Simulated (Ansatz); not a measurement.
SiC: a ladder of calculations

Cell of run 1: a COD entry, taken as it stands.

```xyz
4
Lattice="3.0760 0.0000 0.0000 -1.5380 2.6639 0.0000 0.0000 0.0000 5.0480" Properties=species:S:1:pos:R:3 pbc="T T T"
Si    0.0000    1.7759    0.0000
Si    1.5380    0.8880    2.5240
C     0.0000    1.7759    1.9435
C     1.5380    0.8880    4.4675
```

Atom numbers follow the list; atoms alike are taken as one site, whose name carries the number of the first.

Relaxed positions (PBE, cell held):

```
CELL_PARAMETERS angstrom
3.07600 0.00000 0.00000
-1.53800 2.66389 0.00000
0.00000 0.00000 5.04800
ATOMIC_POSITIONS crystal
Si 0.33333 0.66667 0.00450
Si 0.66667 0.33333 0.50450
C 0.33333 0.66667 0.38050
C 0.66667 0.33333 0.88050
```

All runs are DFT with Ansatz 0.2.0 (plane waves and PAW, scalar-relativistic unless spin–orbit coupling is named, Γ-centred meshes, Fermi–Dirac smearing where given) in this cell.

Run 1: PBE, atoms as given; 420 eV, 16×16×9 k-points, smearing 0.02 eV.
Run 2: PBE, atoms relaxed; 420 eV, 16×16×9 k-points, smearing 0.02 eV.
Run 3: r2SCAN, at the relaxed atoms; 500 eV, 16×16×9 k-points, smearing 0.02 eV.
Run 4: LDA, at the relaxed atoms; 420 eV, 16×16×9 k-points, smearing 0.02 eV.
Run 5: PBEsol, at the relaxed atoms; 420 eV, 16×16×9 k-points, smearing 0.02 eV.

```
run  Si V_zz (η)   C V_zz (η)
  1  1.68 (0.00)  0.24 (0.00)
  2            ?            ?
  3  0.37 (0.00)  0.20 (0.00)
  4  0.32 (0.00)  0.19 (0.00)
  5  0.33 (0.00)  0.20 (0.00)
```

V_zz in 10²¹ V/m².

(1) Estimate the row of run 2.

## Answers

(1) Si: 0.34 (0.00); C: 0.20 (0.00). It lies nearest to run 5, from whose tensors on these sites it differs by 0.01 at most (largest principal value of the difference). Taken one at a time, the positions of the atoms (as given or relaxed) move the tensors on these sites by up to 1.34 (largest principal value of the change, on Si), the functional (between the two that differ most) by 0.04 (Si).

In run 1 the atoms aren't at the calculated equilibrium (largest force 0.75 eV/Å).
